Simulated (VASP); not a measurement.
**VASP 6.6.1 run: InSb**

INCAR

```
LREAL = .FALSE.
LCHARG = .FALSE.
IBRION = -1
ISMEAR = -1
ENCUT = 520
ISIF = 2
PREC = Accurate
LASPH = .TRUE.
NSW = 0
LWAVE = .FALSE.
NBANDS = 16
EDIFF = 1E-8
LMAXMIX = 6
SIGMA = 0.02
GGA = PE
NELM = 79
```

KPOINTS

```
KPOINTS created by Atomic Simulation Environment
0
Gamma
6 6 6
0 0 0
```

POSCAR

```
In Sb
 1.0000000000000000
     0.0000000000000000    3.2795130174999998    3.4106935381999999
     3.2795130174999998    0.0000000000000000    3.4106935381999999
     3.2795130174999998    3.2795130174999998    0.0000000000000000
 In  Sb
   1   1
Cartesian
  0.0000000000000000  0.0000000000000000  0.0000000000000000
  1.6397565087499997  1.6397565087499997  1.7053467690999995
```

The recommended PBE PAW datasets give the neutral cell 18 valence electrons.

Command

```
mpirun -np 1 vasp_std
```

OSZICAR

```
N       E                     dE             d eps       ncg     rms          rms(c)
DAV:   1     0.115544281022E+03    0.11554E+03   -0.79583E+03   976   0.110E+03
DAV:   2     0.409557452289E+00   -0.11513E+03   -0.11108E+03  1096   0.281E+02
DAV:   3    -0.680120105799E+01   -0.72108E+01   -0.71917E+01  1208   0.722E+01
DAV:   4    -0.701529866405E+01   -0.21410E+00   -0.21405E+00  1272   0.146E+01
DAV:   5    -0.702544471133E+01   -0.10146E-01   -0.10146E-01  1408   0.251E+00    0.369E+00
DAV:   6    -0.693435364508E+01    0.91091E-01   -0.15301E-01  1376   0.560E+00    0.215E+00
DAV:   7    -0.692414844132E+01    0.10205E-01   -0.62425E-02  1256   0.217E+00    0.590E-01
DAV:   8    -0.692542748183E+01   -0.12790E-02   -0.71958E-03  1256   0.926E-01    0.218E-01
DAV:   9    -0.692613713862E+01   -0.70966E-03   -0.97252E-04  1200   0.263E-01    0.747E-02
DAV:  10    -0.692619157733E+01   -0.54439E-04   -0.53405E-05  1328   0.486E-02    0.342E-02
DAV:  11    -0.692623791944E+01   -0.46342E-04   -0.87544E-05  1120   0.557E-02    0.243E-02
DAV:  12    -0.692623906051E+01   -0.11411E-05   -0.16237E-06  1216   0.790E-03    0.771E-03
DAV:  13    -0.692624014462E+01   -0.10841E-05   -0.17069E-06  1184   0.641E-03    0.512E-03
DAV:  14    -0.692623971552E+01    0.42911E-06   -0.13146E-07  1304   0.287E-03    0.115E-03
DAV:  15    -0.692623971516E+01    0.35925E-09   -0.16882E-08  1136   0.754E-04
   1 F= -.69262397E+01 E0= -.69261113E+01  d E =-.256872E-03
```

Standard output (part)

```
POSCAR found type information on POSCAR InSb
 POSCAR found :  2 types and       2 ions
 LDA part: xc-table for (Slater+PW92), standard interpolation
 POSCAR, INCAR and KPOINTS ok, starting setup
 WAVECAR not read
 entering main loop
```

From OUTCAR

```
k-points           NKPTS =     30   k-points in BZ     NKDIM =     30   number of bands    NBANDS=     16

   NELECT =      18.0000    total number of electrons

   dimension x,y,z NGX =    36 NGY =   36 NGZ =   36
   dimension x,y,z NGXF=    72 NGYF=   72 NGZF=   72

  energy-cutoff  :      520.00
  volume of cell :       73.37
      direct lattice vectors                 reciprocal lattice vectors
     0.000000000  3.279513017  3.410693538    -0.152461660  0.152461660  0.146597750
     3.279513017  0.000000000  3.410693538     0.152461660 -0.152461660  0.146597750
     3.279513017  3.279513017  0.000000000     0.152461660  0.152461660 -0.146597750

 k-points in reciprocal lattice and weights: KPOINTS created by Atomic Simulation Env
   0.00000000  0.00000000  0.00000000       0.005
   0.16666667  0.00000000  0.00000000       0.037
   0.33333333  0.00000000  0.00000000       0.037
   0.50000000  0.00000000  0.00000000       0.019
   0.16666667  0.16666667  0.00000000       0.009
   0.33333333  0.16666667  0.00000000       0.037
   0.50000000  0.16666667  0.00000000       0.037
  -0.33333333  0.16666667  0.00000000       0.037
   ...

 E-fermi :   4.4056

 k-point     1 :       0.0000    0.0000    0.0000
  band No.  band energies     occupation
      1     -10.1324      2.00000
      2     -10.1238      2.00000
      3     -10.1238      2.00000
      4     -10.0651      2.00000
      5     -10.0582      2.00000
      6      -5.9147      2.00000
      7       3.7148      2.00000
      8       4.2127      1.99987
      9       4.4056      1.00007
     10       4.4056      1.00007
     11       7.2797      0.00000
     12       7.2797      0.00000
     13       7.3696      0.00000
     14      10.0011      0.00000
     15      12.1582      0.00000
     16      12.7165      0.00000

 k-point     2 :       0.1667    0.0000    0.0000
  band No.  band energies     occupation
      1     -10.1362      2.00000
      2     -10.1244      2.00000
      3     -10.1199      2.00000
      4     -10.0656      2.00000
      5     -10.0580      2.00000
      6      -5.6934      2.00000
      7       1.8647      2.00000
      8       3.9681      2.00000
      9       4.1295      2.00000
     10       5.1194      0.00000
     11       7.6722      0.00000
     12       7.7042      0.00000
     13       7.9783      0.00000
     14      11.0367      0.00000
     15      11.4636      0.00000
     16      11.7621      0.00000

 k-point     3 :       0.3333    0.0000    0.0000
  band No.  band energies     occupation
      1     -10.1522      2.00000
      2     -10.1181      2.00000
      3     -10.1130      2.00000
      4     -10.0655      2.00000
      5     -10.0566      2.00000
      6      -5.1298      2.00000
      7      -0.0616      2.00000
      8       3.5112      2.00000
      9       3.7266      2.00000
     10       4.8903      0.00000
     11       8.0632      0.00000
     12       8.1712      0.00000
     13       9.8830      0.00000
     14      11.0211      0.00000
     15      11.9644      0.00000
     16      12.0157      0.00000

 ...

  Total        0.0984046      0.0984046     -0.4023568      0.0000000      0.0000000      0.0000000
  in kB        2.1489915      2.1489915     -8.7867959      0.0000000      0.0000000      0.0000000
  external PRESSURE =      -1.4962709 kB  Pullay stress =       0.0000000 kB

 POSITION                                       TOTAL-FORCE (eV/Angst)
 -----------------------------------------------------------------------------------
      0.00000      0.00000      0.00000         0.000000      0.000000     -0.000000
      1.63976      1.63976      1.70535        -0.000000     -0.000000      0.000000
 -----------------------------------------------------------------------------------
    total drift:                               -0.000000     -0.000000      0.000000

  FREE ENERGIE OF THE ION-ELECTRON SYSTEM (eV)
  ---------------------------------------------------
  free  energy   TOTEN  =        -6.9262397152 eV

  energy  without entropy=       -6.9259828436  energy(sigma->0) =       -6.92611128
```

It converged. Results: gap between bands v and c on the k mesh 0.00 eV; least direct gap on the k mesh 0.00 eV; pressure -0.1 GPa. Band v is the last that the valence electrons fill when counted band by band, and c is the next.

For comparison, a separate PBE run of the intended cell, on usual settings and not on those above, gives a gap of 0.00 eV on its mesh and a pressure of -0.2 GPa.

The run above took about 31 s on one core of a shared host (Intel Xeon Platinum 8488C) and held 0.21 GiB at most.
